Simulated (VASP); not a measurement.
# KF (Pm-3m) in VASP: further runs, part 2 of 2

VASP 6.6.1. Earlier steps stand in the parts before.

### Step 3. Single point, PBE

Input file INCAR:

```
PREC     = Accurate       # precision mode
ENCUT    = 500            # plane-wave cutoff, eV
EDIFF    = 1E-6           # SCF threshold, eV
ISMEAR   = 0              # smearing method
SIGMA    = 0.02           # smearing width, eV
LREAL    = F              # projectors in reciprocal space
LASPH    = T              # aspherical terms in the spheres
NELM     = 60             # most SCF steps
ALGO     = Fast           # electronic algorithm
ISIF     = 2              # what is computed and relaxed
LWAVE    = F              # write WAVECAR
LCHARG   = T              # write CHGCAR
GGA      = PE             # functional
LELF     = T              # ELF
LVHAR    = T            
NBANDS   = 15             # bands
```

Input file KPOINTS:

```
regular mesh
0
Gamma
  5 5 5
```

Input file POSCAR:

```
KF
1.0
    3.2589550000      0.0000000000      0.0000000000
    0.0000000000      3.2589550000      0.0000000000
    0.0000000000      0.0000000000      3.2589550000
K F
1 1
Direct
    0.0000000000      0.0000000000      0.0000000000
    0.5000000000      0.5000000000      0.5000000000
```

Potentials or basis: VASP PAW PBE potentials, release 64 (K_sv_GW, F_GW).

On the command line:

```sh
$ cat potpaw_PBE.64/K_sv_GW/POTCAR potpaw_PBE.64/F_GW/POTCAR > POTCAR
$ mpirun -np 1 vasp_std > vasp.out
```

It took 5.1 s on 1 thread of Intel Xeon Platinum 8488C (Sapphire Rapids), shared host; peak memory 0.13 GiB.

It converged, with:

| Quantity | Value |
| --- | --- |
| Free energy | -10.5747 eV |
| Band gap on the k mesh | 6.30 eV, indirect (least direct gap 6.32 eV) |

Levels at points of the mesh, in eV from the valence-band top:
| k point | band 4 | band 5 | band 6 | band 7 | band 8 | band 9 | band 10 | band 11 | band 12 | band 13 |
| --- | --- | --- | --- | --- | --- | --- | --- | --- | --- | --- |
| (0.00, 0.00, 0.00) | -10.01 | -10.01 | -0.03 | -0.03 | -0.03 | 6.30 | 8.33 | 8.33 | 13.67 | 13.67 |

Caveat: the cutoff is under 1.25 times the usual one of these potentials, so pressure, stress and relaxed cells hold a basis-set (Pulay) error; an odd mesh through Γ misses points on the zone boundary, where band edges often lie.

### Step 4. Single point, PBE

Input file INCAR:

```
PREC = Accurate
ENCUT = 400
EDIFF = 1E-6
ISMEAR = 0
SIGMA = 0.02
LREAL = F
LASPH = T
NELM = 60
ALGO = Normal
ISIF = 2
LWAVE = F
LCHARG = T
GGA = PE
LELF = T
LVHAR = T
NBANDS = 15
```

Input file KPOINTS:

```
Automatic mesh
0
Gamma
  4 4 4
```

POSCAR is that of step 3.

On the command line:

```sh
$ cat potpaw_PBE.64/K_sv_GW/POTCAR potpaw_PBE.64/F_GW/POTCAR > POTCAR
$ mpirun -np 1 vasp_std > vasp.out
```

It took 2.6 s on 1 thread of Intel Xeon 6975P-C (Granite Rapids), shared host; peak memory 0.13 GiB.

The run converged, but a check on its numbers failed (symmetry, net force, bounds or a known fault of this set-up), so they aren't taken as properties of the crystal.

Caveat: the k mesh is coarse (spacing up to 0.48 Å⁻¹), so the values aren't converged; the cutoff lies under the usual one of these potentials, so the numbers hold a large basis-set error.

### Step 5. Single point, RPBE

Input file INCAR:

```
SYSTEM = KF
ALGO     = Normal         ! electronic algorithm
EDIFF    = 1E-6           ! SCF threshold, eV
ENCUT    = 520            ! plane-wave cutoff, eV
GGA      = RP             ! functional
ISIF     = 2              ! what is computed and relaxed
ISMEAR   = 0              ! smearing method
LASPH    = .TRUE.         ! aspherical terms in the spheres
LCHARG   = .FALSE.        ! write CHGCAR
LREAL    = .FALSE.        ! projectors in reciprocal space
LWAVE    = .FALSE.        ! write WAVECAR
NBANDS   = 15             ! bands
NELM     = 100            ! most SCF steps
PREC     = Accurate       ! precision mode
SIGMA    = 0.05           ! smearing width, eV
```

Input file KPOINTS:

```
k-points
0
G
  8 8 8
  0 0 0
```

Input file POSCAR:

```
KF
3.259
    0.999986192083      0.000000000000      0.000000000000
    0.000000000000      0.999986192083      0.000000000000
    0.000000000000      0.000000000000      0.999986192083
K F
1 1
Direct
    0.0000000000      0.0000000000      0.0000000000
    0.5000000000      0.5000000000      0.5000000000
```

Potentials or basis: VASP PAW PBE potentials, release 54 (K_sv, F).

On the command line:

```sh
$ cat potpaw_PBE.54/K_sv/POTCAR potpaw_PBE.54/F/POTCAR > POTCAR
$ mpirun -np 1 vasp_std > vasp.out
```

OUTCAR:

```text
SYSTEM = KF
   EDIFF = 1E-6
   ENCUT = 520
   GGA = RP
   ISIF = 2
   ISMEAR = 0
   LASPH = .TRUE.
   LREAL = .FALSE.
   NELM = 100
   PREC = Accurate

 ion  position               nearest neighbor table
   1  0.000  0.000  0.000-   2 2.82   2 2.82   2 2.82   2 2.82   2 2.82   2 2.82   2 2.82   2 2.82

   2  0.500  0.500  0.500-   1 2.82   1 2.82   1 2.82   1 2.82   1 2.82   1 2.82   1 2.82   1 2.82

  LATTYP: Found a simple cubic cell.
 ALAT       =     3.2589550000

  Lattice vectors:

[... 620 lines left out ...]
------------------------ aborting loop because EDIFF is reached ----------------------------------------

  FORCE on cell =-STRESS in cart. coord.  units (eV):
  Direction    XX          YY          ZZ          XY          YZ          ZX
  --------------------------------------------------------------------------------------
  -------------------------------------------------------------------------------------
  Total        0.6892618      0.6892618      0.6892618      0.0000000      0.0000000     -0.0000000
  in kB       31.9050701     31.9050701     31.9050701      0.0000000      0.0000000     -0.0000000
  external PRESSURE =      31.9050701 kB  Pullay stress =       0.0000000 kB

 VOLUME and BASIS-vectors are now :
 -----------------------------------------------------------------------------
  energy-cutoff  :      520.00
  volume of cell :       34.61
      direct lattice vectors                 reciprocal lattice vectors
     3.258955000  0.000000000  0.000000000     0.306846827  0.000000000  0.000000000
     0.000000000  3.258955000  0.000000000     0.000000000  0.306846827  0.000000000
     0.000000000  0.000000000  3.258955000     0.000000000  0.000000000  0.306846827

 POSITION                                       TOTAL-FORCE (eV/Angst)
 -----------------------------------------------------------------------------------
      0.00000      0.00000      0.00000         0.000000      0.000000      0.000000
      1.62948      1.62948      1.62948         0.000000      0.000000      0.000000
 -----------------------------------------------------------------------------------
    total drift:                                0.000000      0.000000     -0.000000

  FREE ENERGIE OF THE ION-ELECTRON SYSTEM (eV)
  ---------------------------------------------------
  free  energy   TOTEN  =        -7.6330529830 eV

  energy  without entropy=       -7.6330529830  energy(sigma->0) =       -7.63305298
```

Run time: 15 s. Hardware: 1 thread of Intel Xeon Platinum 8175M at 2.50GHz (Skylake/Cascade Lake), shared host; peak memory 0.14 GiB.

Results:

```yaml
Free_energy: -7.6331 eV
Pressure: 3.2 GPa
Band_gap_on_the_k_mesh: 6.56 eV, indirect (least direct gap 6.61 eV)
```

Caveat: the PAW data sets were made with another functional, which shifts forces and pressure a little.

### Step 6. Single point, RPBE

Input file run.py:

```python
from ase.calculators.vasp import Vasp
from ase.dft.bandgap import bandgap
from ase.io import read

atoms = read('KF.xyz')
calc = Vasp(
    directory='calc',
    xc='rpbe',
    pp='PBE',
    setups='recommended',
    pp_version='54',
    prec='Accurate',
    encut=520,
    ediff=1e-06,
    ismear=0,
    sigma=0.05,
    lreal=False,
    lasph=True,
    nelm=100,
    algo='Normal',
    isif=2,
    lwave=False,
    lcharg=False,
    kpts=[8, 8, 8],
    gamma=True,
    nbands=15,
)
atoms.calc = calc

print('energy (eV):', atoms.get_potential_energy())
print('free energy (eV):', atoms.get_potential_energy(force_consistent=True))
print('forces (eV/A):')
print(atoms.get_forces())
print('stress (eV/A^3, Voigt):', atoms.get_stress())
print('Fermi level (eV):', calc.get_fermi_level())
gap, top, bottom = bandgap(calc)
print('band gap (eV):', gap, 'from (spin, k, band)', top, 'to', bottom)
```

Input file KF.xyz:

```xyz
2
Lattice="3.2589550000 0.0000000000 0.0000000000 0.0000000000 3.2589550000 0.0000000000 0.0000000000 0.0000000000 3.2589550000" Properties=species:S:1:pos:R:3 pbc="T T T"
K      0.0000000000      0.0000000000      0.0000000000
F      1.6294775000      1.6294775000      1.6294775000
```

Potentials or basis: VASP PAW PBE potentials, release 54 (K_sv, F).

On the command line:

```sh
$ python run.py
```

Log:

```text
energy (eV): -7.63305298
free energy (eV): -7.63305298
forces (eV/A):
[[0. 0. 0.]
 [0. 0. 0.]]
stress (eV/A^3, Voigt): [-0.01991358 -0.01991358 -0.01991358 -0.         -0.          0.        ]
Fermi level (eV): -1.57275498
band gap (eV): 6.5626 from (spin, k, band) (0, np.int64(14), np.int64(7)) to (0, np.int64(0), np.int64(8))
```

OUTCAR:

```text
ENCUT = 520.000000
   EDIFF = 1.00e-06
   GGA = RP
   PREC = Accurate
   ISIF = 2
   ISMEAR = 0
   NELM = 100
   LASPH = .TRUE.
   LREAL = .FALSE.

 ion  position               nearest neighbor table
   1  0.000  0.000  0.000-   2 2.82   2 2.82   2 2.82   2 2.82   2 2.82   2 2.82   2 2.82   2 2.82

   2  0.500  0.500  0.500-   1 2.82   1 2.82   1 2.82   1 2.82   1 2.82   1 2.82   1 2.82   1 2.82

[... 632 lines left out ...]
  in kB       31.9050704     31.9050704     31.9050704      0.0000000      0.0000000      0.0000000
  external PRESSURE =      31.9050704 kB  Pullay stress =       0.0000000 kB

 VOLUME and BASIS-vectors are now :
 -----------------------------------------------------------------------------
  energy-cutoff  :      520.00
  volume of cell :       34.61
      direct lattice vectors                 reciprocal lattice vectors
     3.258955000  0.000000000  0.000000000     0.306846827  0.000000000  0.000000000
     0.000000000  3.258955000  0.000000000     0.000000000  0.306846827  0.000000000
     0.000000000  0.000000000  3.258955000     0.000000000  0.000000000  0.306846827

 POSITION                                       TOTAL-FORCE (eV/Angst)
 -----------------------------------------------------------------------------------
      0.00000      0.00000      0.00000         0.000000      0.000000      0.000000
      1.62948      1.62948      1.62948         0.000000      0.000000      0.000000
 -----------------------------------------------------------------------------------
    total drift:                                0.000000      0.000000     -0.000000

  FREE ENERGIE OF THE ION-ELECTRON SYSTEM (eV)
  ---------------------------------------------------
  free  energy   TOTEN  =        -7.6330529830 eV

  energy  without entropy=       -7.6330529830  energy(sigma->0) =       -7.63305298
```

INCAR:

```text
ENCUT = 520.000000
SIGMA = 0.050000
EDIFF = 1.00e-06
ALGO = Normal
GGA = RP
PREC = Accurate
ISIF = 2
ISMEAR = 0
NBANDS = 15
NELM = 100
LASPH = .TRUE.
LCHARG = .FALSE.
LWAVE = .FALSE.
LREAL = .FALSE.
```

It took 22 s on 1 thread of Intel Xeon Platinum 8175M at 2.50GHz (Skylake/Cascade Lake), shared host; peak memory 0.14 GiB.

What came out:

| Property | Result |
| --- | --- |
| Free energy | -7.6331 eV |
| Pressure | 3.2 GPa |
| Band gap on the k mesh | 6.56 eV, indirect (least direct gap 6.61 eV) |

Caveat: the PAW data sets were made with another functional, which shifts forces and pressure a little. A hybrid or GW would open this gap; RPBE tends to underestimate it.
